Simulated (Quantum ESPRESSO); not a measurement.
# C (Fd-3m) in Quantum ESPRESSO: further runs

Aim: see how the results for C move with the level of theory and the settings. Levels: LDA, PBE. Tasks: phonons and Raman activities.

Program: Quantum ESPRESSO 7.5. These are calculated values, not measurements. Logs are shortened: lines on timing, memory, paths and dates and some standing lists are left out, and cuts for length are marked.

### Step 1. Starting point

Symmetry: Fd-3m, No. 227, cubic system. The conventional cell has a = 3.567 Å, b = 3.567 Å, c = 3.567 Å, α = 90.00°, β = 90.00°, γ = 90.00°. Around C (site symmetry -43m) lie 4 C at 1.54 Å.

This isn't the form of C at room conditions, which is graphite.

### Step 2. Phonons and Raman activities, LDA

File pw.in:

```
&CONTROL
  calculation = 'scf'
  prefix = 'pwscf'
  outdir = './tmp'
  pseudo_dir = './pseudo'
  tprnfor = .true.
  tstress = .true.
  disk_io = 'low'
/
&SYSTEM
  ibrav = 0
  nat = 2
  ntyp = 1
  ecutwfc = 45
  ecutrho = 360
  nbnd = 9
  occupations = 'smearing'
  smearing = 'fd'
  degauss = 0.00367493
/
&ELECTRONS
  conv_thr = 4d-10
  electron_maxstep = 120
  mixing_beta = 0.5
/
ATOMIC_SPECIES
C     12.0110 c_lda_v1.2.uspp.F.UPF
CELL_PARAMETERS angstrom
   0.0000000000    1.7833700000    1.7833700000
   1.7833700000    0.0000000000    1.7833700000
   1.7833700000    1.7833700000    0.0000000000
ATOMIC_POSITIONS crystal
C      0.7500000000    0.7500000000    0.7500000000
C      0.5000000000    0.5000000000    0.5000000000
K_POINTS automatic
10 10 10 1 1 1
```

File relax.in:

```
&CONTROL
  calculation = 'vc-relax'
  prefix = 'pwscf'
  outdir = './tmp'
  pseudo_dir = './pseudo'
  tprnfor = .true.
  tstress = .true.
  disk_io = 'low'
  nstep = 40
  forc_conv_thr = 0.0001
  etot_conv_thr = 1d-06
/
&SYSTEM
  ibrav = 0
  nat = 2
  ntyp = 1
  ecutwfc = 45
  ecutrho = 360
  nbnd = 9
  occupations = 'smearing'
  smearing = 'fd'
  degauss = 0.00367493
/
&ELECTRONS
  conv_thr = 4d-10
  electron_maxstep = 120
  mixing_beta = 0.5
/
&IONS
  ion_dynamics = 'bfgs'
/
&CELL
  cell_dynamics = 'bfgs'
  press = 0
  press_conv_thr = 0.2
/
ATOMIC_SPECIES
C     12.0110 c_lda_v1.2.uspp.F.UPF
CELL_PARAMETERS angstrom
   0.0000000000    1.7833700000    1.7833700000
   1.7833700000    0.0000000000    1.7833700000
   1.7833700000    1.7833700000    0.0000000000
ATOMIC_POSITIONS crystal
C      0.7500000000    0.7500000000    0.7500000000
C      0.5000000000    0.5000000000    0.5000000000
K_POINTS automatic
10 10 10 1 1 1
```

File scf2.in:

```
&CONTROL
  calculation = 'scf'
  prefix = 'pwscf'
  outdir = './tmp'
  pseudo_dir = './pseudo'
  tprnfor = .true.
  tstress = .true.
  disk_io = 'low'
/
&SYSTEM
  ibrav = 0
  nat = 2
  ntyp = 1
  ecutwfc = 45
  ecutrho = 360
  nbnd = 9
  occupations = 'fixed'
/
&ELECTRONS
  conv_thr = 1d-13
  electron_maxstep = 120
  mixing_beta = 0.5
  startingpot = 'file'
  startingwfc = 'file'
/
ATOMIC_SPECIES
C     12.0110 c_lda_v1.2.uspp.F.UPF
CELL_PARAMETERS angstrom
   0.0000000000    1.7660372175    1.7660372175
   1.7660372175    0.0000000000    1.7660372175
   1.7660372175    1.7660372175    0.0000000000
ATOMIC_POSITIONS crystal
C      0.7500000000    0.7500000000    0.7500000000
C      0.5000000000    0.5000000000    0.5000000000
K_POINTS automatic
10 10 10 1 1 1
```

File ph.in:

```
raman of C
&INPUTPH
  prefix = 'pwscf'
  outdir = './tmp'
  tr2_ph = 1d-18
  fildyn = 'dyn'
  niter_ph = 90
  alpha_mix(1) = 0.7
  epsil = .true.
/
0.0000000000 0.0000000000 0.0000000000
```

File dynmat.in:

```
&INPUT
  fildyn = 'dyn'
  asr = 'crystal'
  lperm = .true.
  filout = 'dynmat.disp'
  fileig = 'dynmat.eig'
/
```

File dynmat_lo.in:

```
&INPUT
  fildyn = 'dyn'
  asr = 'crystal'
  filout = 'dynmat_lo.disp'
  fileig = 'dynmat_lo.eig'
  q(1) = 0
  q(2) = 0
  q(3) = 1
/
```

File scf_1x+.in:

```
&CONTROL
  calculation = 'scf'
  prefix = 'pwscf'
  outdir = './tmp'
  pseudo_dir = './pseudo'
  tprnfor = .true.
  disk_io = 'low'
/
&SYSTEM
  ibrav = 0
  nat = 2
  ntyp = 1
  ecutwfc = 45
  ecutrho = 360
  nbnd = 9
  occupations = 'fixed'
/
&ELECTRONS
  conv_thr = 1d-12
  electron_maxstep = 120
  mixing_beta = 0.5
/
ATOMIC_SPECIES
C     12.0110 c_lda_v1.2.uspp.F.UPF
CELL_PARAMETERS angstrom
   0.0000000000    1.7660372175    1.7660372175
   1.7660372175    0.0000000000    1.7660372175
   1.7660372175    1.7660372175    0.0000000000
ATOMIC_POSITIONS crystal
C      0.7457532039    0.7542467961    0.7542467961
C      0.5000000000    0.5000000000    0.5000000000
K_POINTS automatic
10 10 10 1 1 1
```

File eps_1x+.in:

```
dielectric tensor, atom 1 moved
&INPUTPH
  prefix = 'pwscf'
  outdir = './tmp'
  tr2_ph = 1d-16
  epsil = .true.
  trans = .false.
  zeu = .false.
/
0.0 0.0 0.0
```

File scf_1x-.in:

```
&CONTROL
  calculation = 'scf'
  prefix = 'pwscf'
  outdir = './tmp'
  pseudo_dir = './pseudo'
  tprnfor = .true.
  disk_io = 'low'
/
&SYSTEM
  ibrav = 0
  nat = 2
  ntyp = 1
  ecutwfc = 45
  ecutrho = 360
  nbnd = 9
  occupations = 'fixed'
/
&ELECTRONS
  conv_thr = 1d-12
  electron_maxstep = 120
  mixing_beta = 0.5
/
ATOMIC_SPECIES
C     12.0110 c_lda_v1.2.uspp.F.UPF
CELL_PARAMETERS angstrom
   0.0000000000    1.7660372175    1.7660372175
   1.7660372175    0.0000000000    1.7660372175
   1.7660372175    1.7660372175    0.0000000000
ATOMIC_POSITIONS crystal
C      0.7542467961    0.7457532039    0.7457532039
C      0.5000000000    0.5000000000    0.5000000000
K_POINTS automatic
10 10 10 1 1 1
```

File eps_1x-.in:

```
dielectric tensor, atom 1 moved
&INPUTPH
  prefix = 'pwscf'
  outdir = './tmp'
  tr2_ph = 1d-16
  epsil = .true.
  trans = .false.
  zeu = .false.
/
0.0 0.0 0.0
```

Potentials or basis: GBRV 1.5 LDA.

Run with:

```
$ OMP_NUM_THREADS=1 mpirun -n 4 pw.x -nk 4 -in pw.in > pw.out
$ OMP_NUM_THREADS=1 mpirun -n 4 pw.x -nk 4 -in relax.in > relax.out
$ OMP_NUM_THREADS=1 mpirun -n 4 pw.x -nk 4 -in scf2.in > scf2.out
$ OMP_NUM_THREADS=1 mpirun -n 4 ph.x -nk 4 -in ph.in > ph.out
$ OMP_NUM_THREADS=1 mpirun -n 1 dynmat.x -in dynmat.in > dynmat.out
$ OMP_NUM_THREADS=1 mpirun -n 1 dynmat.x -in dynmat_lo.in > dynmat_lo.out
$ OMP_NUM_THREADS=1 mpirun -n 4 pw.x -nk 4 -in scf_1x+.in > scf_1x+.out
$ OMP_NUM_THREADS=1 mpirun -n 4 ph.x -nk 4 -in eps_1x+.in > eps_1x+.out
$ OMP_NUM_THREADS=1 mpirun -n 4 pw.x -nk 4 -in scf_1x-.in > scf_1x-.out
$ OMP_NUM_THREADS=1 mpirun -n 4 ph.x -nk 4 -in eps_1x-.in > eps_1x-.out
$ OMP_NUM_THREADS=1 mpirun -n 4 pw.x -nk 4 -in scf_1y+.in > scf_1y+.out
$ OMP_NUM_THREADS=1 mpirun -n 4 ph.x -nk 4 -in eps_1y+.in > eps_1y+.out
$ OMP_NUM_THREADS=1 mpirun -n 4 pw.x -nk 4 -in scf_1y-.in > scf_1y-.out
$ OMP_NUM_THREADS=1 mpirun -n 4 ph.x -nk 4 -in eps_1y-.in > eps_1y-.out
$ OMP_NUM_THREADS=1 mpirun -n 4 pw.x -nk 4 -in scf_1z+.in > scf_1z+.out
$ OMP_NUM_THREADS=1 mpirun -n 4 ph.x -nk 4 -in eps_1z+.in > eps_1z+.out
$ OMP_NUM_THREADS=1 mpirun -n 4 pw.x -nk 4 -in scf_1z-.in > scf_1z-.out
$ OMP_NUM_THREADS=1 mpirun -n 4 ph.x -nk 4 -in eps_1z-.in > eps_1z-.out
```

pw.out:

```text
This program is part of the open-source Quantum ESPRESSO suite
     for quantum simulation of materials; please cite
[... 6 lines left out ...]
     using ibrav=0 with symmetry is DISCOURAGED, use correct ibrav instead

     K-points division:     npool     =       4
     Subspace diagonalization in iterative solution of the eigenvalue problem:
     a serial algorithm will be used

     G-vector sticks info
     --------------------
     sticks:   dense  smooth     PW     G-vecs:    dense   smooth      PW
     Sum         559     283    109                 8801     3119     701

     Using Slab Decomposition

     bravais-lattice index     =            0
     lattice parameter (alat)  =       4.7660  a.u.
     unit-cell volume          =      76.5510 (a.u.)^3
     number of atoms/cell      =            2
     number of atomic types    =            1
     number of electrons       =         8.00
     number of Kohn-Sham states=            9
     kinetic-energy cutoff     =      45.0000  Ry
     charge density cutoff     =     360.0000  Ry
     scf convergence threshold =      4.0E-10
     mixing beta               =       0.5000
     number of iterations used =            8  plain     mixing
     Exchange-correlation= SLA  PZ   NOGX NOGC
                           (   1   1   0   0   0   0   0)

     celldm(1)=   4.766014  celldm(2)=   0.000000  celldm(3)=   0.000000
     celldm(4)=   0.000000  celldm(5)=   0.000000  celldm(6)=   0.000000

     crystal axes: (cart. coord. in units of alat)
               a(1) = (   0.000000   0.707107   0.707107 )
               a(2) = (   0.707107   0.000000   0.707107 )
               a(3) = (   0.707107   0.707107   0.000000 )

     reciprocal axes: (cart. coord. in units 2 pi/alat)
               b(1) = ( -0.707107  0.707107  0.707107 )
               b(2) = (  0.707107 -0.707107  0.707107 )
               b(3) = (  0.707107  0.707107 -0.707107 )

     PseudoPot. # 1 for C  read from file:
     c_lda_v1.2.uspp.F.UPF
     Pseudo is Ultrasoft + core correction, Zval =  4.0
     Generated by new atomic code, or converted to UPF format
     Using radial grid of  721 points,  4 beta functions with:
                l(1) =   0
                l(2) =   0
                l(3) =   1
                l(4) =   1
     Q(r) pseudized with  8 coefficients,  rinner =    1.100   1.100   1.100

     atomic species   valence    mass     pseudopotential
     C                 4.00    12.01100     C ( 1.00)

     48 Sym. Ops., with inversion, found (24 have fractional translation)

   Cartesian axes

     site n.     atom                  positions (alat units)
         1        C      tau(   1) = (   1.0606602   1.0606602   1.0606602  )
         2        C      tau(   2) = (   0.7071068   0.7071068   0.7071068  )

     number of k points=   110  Fermi-Dirac smearing, width (Ry)=  0.0037

     Number of k-points >= 100: set verbosity='high' to print them.

     Dense  grid:     8801 G-vectors     FFT dimensions: (  32,  32,  32)

     Smooth grid:     3119 G-vectors     FFT dimensions: (  24,  24,  24)

     Initial potential from superposition of free atoms

     starting charge       7.9999, renormalised to       8.0000
     Starting wfcs are    8 randomized atomic wfcs +    1 random wfcs

     Self-consistent Calculation

     iteration #  1     ecut=    45.00 Ry     beta= 0.50
     Davidson diagonalization with overlap
     ethr =  1.00E-02,  avg # of iterations =  4.0

     total energy              =     -23.05699354 Ry
     estimated scf accuracy    <       0.12446591 Ry

     iteration #  2     ecut=    45.00 Ry     beta= 0.50
     Davidson diagonalization with overlap
     ethr =  1.56E-03,  avg # of iterations =  1.1

     total energy              =     -23.05473364 Ry
     estimated scf accuracy    <       0.01626392 Ry

     iteration #  3     ecut=    45.00 Ry     beta= 0.50
     Davidson diagonalization with overlap
     ethr =  2.03E-04,  avg # of iterations =  2.3

     total energy              =     -23.05647461 Ry
     estimated scf accuracy    <       0.00016540 Ry

     iteration #  4     ecut=    45.00 Ry     beta= 0.50
     Davidson diagonalization with overlap
     ethr =  2.07E-06,  avg # of iterations =  4.5

     total energy              =     -23.05649995 Ry
     estimated scf accuracy    <       0.00000409 Ry

     iteration #  5     ecut=    45.00 Ry     beta= 0.50
     Davidson diagonalization with overlap
     ethr =  5.11E-08,  avg # of iterations =  2.0

     total energy              =     -23.05650071 Ry
     estimated scf accuracy    <       0.00000013 Ry

     iteration #  6     ecut=    45.00 Ry     beta= 0.50
     Davidson diagonalization with overlap
     ethr =  1.60E-09,  avg # of iterations =  2.0

     total energy              =     -23.05650073 Ry
     estimated scf accuracy    <          8.8E-09 Ry

     iteration #  7     ecut=    45.00 Ry     beta= 0.50
     Davidson diagonalization with overlap
     ethr =  1.10E-10,  avg # of iterations =  1.7

     End of self-consistent calculation

     Number of k-points >= 100: set verbosity='high' to print the bands.

     the Fermi energy is    15.1645 ev

!    total energy              =     -23.05650073 Ry
     estimated scf accuracy    <          2.9E-11 Ry
     smearing contrib. (-TS)   =       0.00000000 Ry
     internal energy E=F+TS    =     -23.05650073 Ry

     The total energy is F=E-TS. E is the sum of the following terms:
     one-electron contribution =       7.94447769 Ry
     hartree contribution      =       1.91710115 Ry
     xc contribution           =      -7.34339107 Ry
     ewald contribution        =     -25.57468850 Ry

     convergence has been achieved in   7 iterations

     Forces acting on atoms (cartesian axes, Ry/au):

     atom    1 type  1   force =     0.00000000   -0.00000000   -0.00000000
     atom    2 type  1   force =     0.00000000    0.00000000   -0.00000000

     Total force =     0.000000     Total SCF correction =     0.000000

     Computing stress (Cartesian axis) and pressure

          total   stress  (Ry/bohr**3)                   (kbar)     P=     -129.25
  -0.00087861   0.00000000  -0.00000000         -129.25        0.00       -0.00
   0.00000000  -0.00087861   0.00000000            0.00     -129.25        0.00
   0.00000000   0.00000000  -0.00087861            0.00        0.00     -129.25

=------------------------------------------------------------------------------=
   JOB DONE.
=------------------------------------------------------------------------------=
```

It took 11 min on 4 MPI ranks of Intel Xeon at 2.50GHz (Skylake/Cascade Lake), shared host; peak memory 0.28 GiB.

Results:

* Free energy: -313.7124 eV
* Relaxed volume: 5.51 Å³/atom
* Relaxed cell: a = 2.498 Å, b = 2.498 Å, c = 2.498 Å, α = 60.00°, β = 60.00°, γ = 60.00°
* Space group after relaxing (to 0.05 Å): Fd-3m (No. 227)
* Pressure after relaxing: 0.0 GPa
* Electronic dielectric tensor (diagonal): 5.76
* Born charges (mean of the diagonal): C -0.00 e
* Highest phonon frequency at Γ: 1323 cm⁻¹
* Static dielectric tensor (diagonal): 5.76

The path:
```tsv
step	energy change (eV)	largest force (eV/Å)	pressure (GPa)	volume (Å³)
1	0.0000	0.0000	-12.92	11.34
2	0.0095	0.0000	18.60	10.61
3	-0.0134	0.0000	-0.32	11.02
4	-0.0134	0.0000	0.01	11.02
```

Final structure:
```
CELL_PARAMETERS angstrom
0.00000 1.76604 1.76604
1.76604 0.00000 1.76604
1.76604 1.76604 0.00000
ATOMIC_POSITIONS crystal
C 0.75000 0.75000 0.75000
C 0.50000 0.50000 0.50000
```

Levels at points of the mesh, in eV from the valence-band top:
```csv
k point,band 1,band 2,band 3,band 4,band 5,band 6,band 7,band 8
"(0.05, 0.05, 0.05)",-21.50,-0.36,0.00,0.00,5.92,5.92,6.07,14.39
```

Phonon frequencies in cm⁻¹ (negative: imaginary):
```
              q point              frequencies
(0.000, 0.000, 0.000)  -8 -8 -8 1323 1323 1323
```

Electronic dielectric tensor:
```
5.76 0.00 0.00
0.00 5.76 0.00
0.00 0.00 5.76
```

Born effective charge tensors (e):
atom 1, C
```
0.00 0.00 0.00
0.00 0.00 0.00
0.00 0.00 0.00
```
atom 2, C
```
0.00 0.00 0.00
0.00 0.00 0.00
0.00 0.00 0.00
```

Optical modes at Γ, degenerate ones joined, polar ones without the macroscopic field:
| cm⁻¹ | components | symmetry | active in | IR intensity, summed ((D/Å)²/amu) |
| --- | --- | --- | --- | --- |
| 1323 | 3 | T2g | Raman | 0.00 |

Static dielectric tensor, electrons and zone-centre modes:
```
5.76 0.00 0.00
0.00 5.76 0.00
0.00 0.00 5.76
```

Non-resonant Raman activities from finite differences of the dielectric tensor, degenerate modes summed:
```
cm⁻¹  modes  symmetry  activity (Å⁴/amu)
1323      3       T2g              214.3
```

Volume times the derivative of the susceptibility by an atom's move (Å²), components over 0.05:
| atom | move | component | value |
| --- | --- | --- | --- |
| 1 C | x | yz | 4.52 |
| 1 C | y | xz | 4.52 |
| 1 C | z | xy | 4.52 |
| 2 C | x | yz | -4.52 |
| 2 C | y | xz | -4.52 |
| 2 C | z | xy | -4.52 |

(Part 1 of 2 ends here.)
